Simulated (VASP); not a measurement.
Here is a VASP 6.6.1 calculation.

The input INCAR:

```
PREC = Accurate ; ENCUT = 520
EDIFF = 1E-7 ; ISMEAR = 0
SIGMA = 0.02 ; LREAL = F
LASPH = T ; NELM = 60
ALGO = Normal ; ISIF = 2
LWAVE = F ; LCHARG = F
LOPTICS = T ; NBANDS = 36
NEDOS = 1000 ; CSHIFT = 0.1
```

The input KPOINTS:

```
regular mesh
0
Gamma
  11 11 3
```

File POSCAR:

```
Al2O3
1.0
    2.8843249483      0.0000000000      0.0000000000
   -1.4421624742      2.4978986780      0.0000000000
    0.0000000000      0.0000000000      9.3367544600
Al O
2 3
Direct
    0.0000000000      0.0000000000      0.8500076700
    0.0000000000      0.0000000000      0.1499923300
    0.3333333333      0.6666666667      0.7776830800
    0.6666666667      0.3333333333      0.0000000000
    0.3333333333      0.6666666667      0.2223169200
```

Potentials or basis: VASP PAW LDA potentials, release 64 (Al, O).

Command:

```console
$ cat potpaw_LDA.64/Al/POTCAR potpaw_LDA.64/O/POTCAR > POTCAR
$ mpirun -np 1 vasp_std > vasp.out
```

Q: Estimate the band gap on the k mesh.

A: 4.74 eV, indirect (least direct gap 4.99 eV).

Q: Predict the pressure.

A: -6.4 GPa.

Q: Predict the largest force.

A: 0.498 eV/Å.

Forces in eV/Å, atoms in the order of the input:
```
Al   0.000  0.000 -0.019
Al   0.000  0.000  0.019
O    0.000  0.000  0.498
O    0.000  0.000  0.000
O    0.000  0.000 -0.498
```

Caveat: an odd mesh through Γ misses points on the zone boundary, where band edges often lie. A hybrid or GW would open this gap; LDA tends to underestimate it.
